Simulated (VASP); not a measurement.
Write the native input for VASP 6.6.1 that does the following.

| Item | Value |
| --- | --- |
| Task | single point |
| Functional | HSE(alpha, omega) |
| Potentials or basis | VASP PAW PBE potentials, release 64 (Si) |
| Cutoff | 520 eV |
| k mesh | 4 × 4 × 4 |
| Occupations | fermi-dirac, width 0.05 eV |
| Spin | no spin polarisation |
| Share of exact exchange | 0.1 |
| Grid for exact exchange (PRECFOCK) | Fast |
| Further INCAR settings | ALGO = Normal; EDIFF = 1e-07; NBANDS = 11 |

Crystal: Si.

```
CELL_PARAMETERS angstrom
0.00000 2.72185 2.72185
2.72185 0.00000 2.72185
2.72185 2.72185 0.00000
ATOMIC_POSITIONS crystal
Si 0.50000 0.50000 0.50000
Si 0.75000 0.75000 0.75000
```

These files were run (other wordings do the same):

POSCAR

```
Si
1.0
    0.0000000000      2.7218511865      2.7218511865
    2.7218511865      0.0000000000      2.7218511865
    2.7218511865      2.7218511865      0.0000000000
Si
2
Direct
    0.5000000000      0.5000000000      0.5000000000
    0.7500000000      0.7500000000      0.7500000000
```

INCAR.step1

```
SYSTEM = Si
PREC = Accurate
ENCUT = 520
EDIFF = 1E-5
ISMEAR = -1
SIGMA = 0.05
LREAL = .False.
LASPH = .True.
NELM = 100
ALGO = Normal
ISIF = 2
LWAVE = .True.
NBANDS = 11
GGA = PE
```

INCAR.step2

```
SYSTEM = Si
PREC = Accurate
ENCUT = 520
EDIFF = 1E-7
ISMEAR = -1
SIGMA = 0.05
LREAL = .False.
LASPH = .True.
NELM = 100
ALGO = Normal
ISIF = 2
LWAVE = .False.
LCHARG = .False.
GGA = PE
LHFCALC = .True.
HFSCREEN = 0.2
AEXX = 0.1
PRECFOCK = Fast
NBANDS = 11
ISTART = 1
```

KPOINTS

```
regular mesh
0
Gamma
  4 4 4
  0 0 0
```

Potentials or basis: VASP PAW PBE potentials, release 64 (Si).

Run with:

```console
$ cat potpaw_PBE.64/Si/POTCAR > POTCAR
$ cp INCAR.step1 INCAR
$ mpirun -np 1 vasp_std > vasp.out
$ cp INCAR.step2 INCAR
$ mpirun -np 1 vasp_std > vasp.out
```

Results of the run:

* Pressure: 1.1 GPa
* Band gap on the k mesh: 0.96 eV, indirect (least direct gap 2.86 eV)

Caveat: the k mesh is coarse (spacing up to 0.50 Å⁻¹), so the values aren't converged, least of all with exact exchange; the PAW data sets were made with another functional, which shifts forces and pressure a little.

Run time: 48 s on 1 thread of Intel(R) Xeon(R) Platinum 8375C CPU @ 2.90GHz (Ice Lake), with other jobs on the host, peak memory 0.25 GiB.
